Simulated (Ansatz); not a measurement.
MoS2, one cell by several methods

```yaml
crystal:
  lattice:
    - [3.16100, 0.00000, 0.00000]
    - [-1.58050, 2.73751, 0.00000]
    - [0.00000, 0.00000, 12.29500]
  atoms:
    - { symbol: Mo, position: [0.33333, 0.66667, 0.25000] }
    - { symbol: Mo, position: [0.66667, 0.33333, 0.75000] }
    - { symbol: S, position: [0.33333, 0.66667, 0.62750] }
    - { symbol: S, position: [0.66667, 0.33333, 0.12750] }
    - { symbol: S, position: [0.33333, 0.66667, 0.87250] }
    - { symbol: S, position: [0.66667, 0.33333, 0.37250] }
```

Atoms are numbered in the order listed.

The cell comes from COD entry 9007660, which wasn't checked; take it as a given geometry.

Methods: DFT, PBE, PAW with Ansatz's default frozen-core files, scalar-relativistic (Ansatz 0.2.0); DFT, PBE, all-electron LAPW, scalar-relativistic (Ansatz 0.2.0).

For PAW: a Γ-centred 10×10×3 k mesh, Fermi–Dirac smearing of 0.03 eV, cutoff 420 eV, no spin polarisation. LAPW targets a basis error of 1 meV/atom. The Ansatz runs share mesh, smearing and spin set-up. Plane-wave (PAW) pressures include the program's estimate of the Pulay term.

Stress and pressure are positive in compression.

Levels count from the top of the valence band.

PAW results:

```csv
quantity,PAW
pressure (GPa),8.89
stress xx (GPa),6.67
stress zz (GPa),13.32
"force on S3, z (eV/Å)",-1.215
band gap (eV),0.712
highest filled level at Γ (eV),0.000
lowest empty level at Γ (eV),1.978
highest filled level at A (eV),-0.287
lowest empty level at A (eV),1.983
```

What does full-potential LAPW give for the same quantities?


| quantity | LAPW |
| --- | --- |
| pressure (GPa) | 8.91 |
| stress xx (GPa) | 6.69 |
| stress zz (GPa) | 13.34 |
| force on S3, z (eV/Å) | -1.216 |
| band gap (eV) | 0.717 |
| highest filled level at Γ (eV) | 0.000 |
| lowest empty level at Γ (eV) | 1.981 |
| highest filled level at A (eV) | -0.286 |
| lowest empty level at A (eV) | 1.985 |
